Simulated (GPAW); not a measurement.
Crystal: CoO.

```
Co O
1.0
     0.00000    2.34364    2.34364
     2.34364    0.00000    2.34364
     2.34364    2.34364    0.00000
Co O
1 1
Direct
  0.00000 0.00000 0.00000
  0.25000 0.25000 0.25000
```

Measurements of this composition are mostly on another form, of space group No. 225.

Program: GPAW 26.7.0. Alike in all runs: task density of states; potentials or basis GPAW PAW data sets (gpaw-data 1.2.1), pw; spin collinear, ferromagnetic start; cell as given; k mesh 7 × 7 × 7; cutoff (eV) 800; smearing fermi-dirac 0.05 eV.

Task: Order these runs on this cell by their band gap on the k mesh, lowest first.
A. level r2SCAN+U; U Co d U = 1 eV
B. level r2SCAN
C. level r2SCAN+U; U Co d U = 6 eV
D. level r2SCAN+U; U Co d U = 2 eV
E. level r2SCAN+U; U Co d U = 3 eV

Result: B (0.35 eV), A (0.55 eV), D (0.72 eV), E (0.87 eV), C (1.24 eV).

Caveats: a cell with one magnetic atom can't hold antiferromagnetic order, which such compounds often take.
